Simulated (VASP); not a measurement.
# ZnCu: single point with LDA

Crystal: ZnCu.

```
Zn Cu
1.0
     3.09225    0.00000    0.00000
     0.00000    3.09225    0.00000
     0.00000    0.00000    2.79775
Zn Cu
1 1
Direct
  0.50000 0.50000 0.50000
  0.00000 0.00000 0.00000
```

The cell isn't the ideal one: strain +0.050 along x and y, -0.050 along z, atoms carried along.

```
Program                : VASP 6.6.1
Task                   : single point
Functional             : LDA
Potentials or basis    : VASP PAW LDA potentials, release 64 (Zn, Cu)
Cutoff                 : 520 eV
k mesh                 : 16 × 16 × 16
Occupations            : gaussian, width 0.15 eV
Spin                   : no spin polarisation
Dipole correction      : no
Further INCAR settings : ALGO = Fast; EDIFF = 1e-06; NBANDS = 18
```

* Pressure: -13.4 GPa
* Band gap on the k mesh: none (metal or under the smearing width)

Stress tensor (GPa, compression positive):
```
-14.06   0.00   0.00
  0.00 -14.06   0.00
  0.00   0.00 -11.96
```

Levels at points of the mesh, in eV from the Fermi level:
| k point | band 8 | band 9 | band 10 | band 11 | band 12 | band 13 | band 14 | band 15 | band 16 | band 17 |
| --- | --- | --- | --- | --- | --- | --- | --- | --- | --- | --- |
| (0.00, 0.00, 0.00) | -3.42 | -2.77 | -2.65 | -2.65 | 4.92 | 4.92 | 8.43 | 9.83 | 10.25 | 13.67 |
| (0.50, 0.00, 0.00) | -3.64 | -3.31 | -2.99 | -2.70 | -2.20 | 9.93 | 10.56 | 12.12 | 13.14 | 13.15 |
| (0.50, 0.50, 0.00) | -2.75 | -2.75 | -2.57 | -2.13 | -2.13 | 0.91 | 1.21 | 15.10 | 17.06 | 17.06 |
| (0.00, 0.00, 0.50) | -3.47 | -3.32 | -3.32 | -2.84 | -1.56 | 10.93 | 10.93 | 11.48 | 11.48 | 12.89 |
| (0.50, 0.00, 0.50) | -2.94 | -2.86 | -2.41 | -1.58 | -1.38 | 1.84 | 2.33 | 12.58 | 14.29 | 14.34 |
| (0.50, 0.50, 0.50) | -4.06 | -2.53 | -2.36 | 3.47 | 3.83 | 3.98 | 4.47 | 4.47 | 4.69 | 4.69 |

Wall time 95 s on 1 thread of AMD EPYC 9R45 (Zen 5) (shared host), peak memory 0.27 GiB.
